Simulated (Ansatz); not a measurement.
Input and output of a single-point calculation on CaO in the CsCl-type structure (the PAW code Ansatz, r2SCAN). The cell was relaxed with r2SCAN and then strained (biaxial +2.38 % in x and y, z held), with the atoms relaxed again with r2SCAN; k points keep the names of the unstrained zone.

Input file:
```yaml
crystal:
  lattice:
    - [2.9723053381, 0.0, 0.0]
    - [0.0, 2.9723053381, 0.0]
    - [0.0, 0.0, 2.9032089648]
  atoms:
    - { symbol: Ca, position: [0.0, 0.0, 0.0] }
    - { symbol: O, position: [0.5, 0.5, 0.5] }
kpoints:
  mp_grid: { grid: [8, 8, 8] }
  band_path:
    path: [[0.0, 0.0, 0.0], [0.0, 0.5, 0.0], [0.5, 0.5, 0.0], [0.5, 0.5, 0.5]]
    npoints: 1
hamiltonian:
  xc: r2scan
scf:
  occupations: { method: fixed }
  n_extra_bands: 4
output:
  forces: true
  stress: true
  eigenvalues: true
```

The output, standing remarks left out:
```
Pseudopotential: Ca, paw, valence charge 10, recommended cutoff 500 eV (meta_gga)
Pseudopotential: O, paw, valence charge 6, recommended cutoff 500 eV (meta_gga)
Functional definition: r2SCAN
Crystal: 2 atoms, lattice volume = 25.649 Å³
Basis set: ecut = 500 eV, 651 PW (Γ)
Bands: 12, of which v1, the nominal top of the filled ones, is band 8 counted from 1 (7 counted from 0)
Symmetry: 16 space group operations
Space group: P4/mmm (ITA 123)
k-points: 75 of 512
preconditioner: auto → none  [insulator: Δε(μ)=3.571 eV  ℏωp=27.4 eV]
SCF converged after 6 iterations
Free energy (F): -2393.109753 eV
Fermi energy:    9.492391 eV
--- Stress (GPa, compression-positive) ---
       -8.195973       0.000000       0.000000
        0.000000      -8.195973       0.000000
        0.000000       0.000000       0.797873
  P = ⅓ Tr σ = -5.1980 GPa (-51.980 kbar)
```

Levels at the listed points, from bands.tsv (eV from the Fermi energy, bands near the gap, counted from 0):
```tsv
# k_distance	band_3	band_4	band_5	band_6	band_7	band_8	band_9	band_10	band_11
# fermi_ev = 9.492391
# [0, 0, 0] at k_distance = 0.000000
# [0, 0.5, 0] at k_distance = 1.056955
# [0.5, 0.5, 0] at k_distance = 2.113910
# [0.5, 0.5, 0.5] at k_distance = 3.196020
# levels_relative_to = fermi_ev
0.000	-20.685	-17.392	-0.505	-0.505	-0.290	3.139	3.160	5.426	8.576
1.057	-20.587	-16.331	-3.786	-0.968	-0.687	4.030	7.294	8.436	8.449
2.114	-20.510	-16.790	-2.251	-2.251	0.000	4.093	5.287	7.056	7.056
3.196	-21.305	-16.278	-3.376	-3.376	-3.354	8.092	8.092	8.303	9.999
```
In order the rows are Γ, X, M, R.

With r2SCAN the valence top lies at M and the conduction bottom at Γ, 3.14 eV higher; the smallest vertical gap, at Γ, is 3.43 eV. Edges are sought over the mesh and the listed points. With the atoms held, the mean pressure is -5.20 GPa (compression positive).

No spin polarisation. The prototype was imposed, so other structures may be more stable.
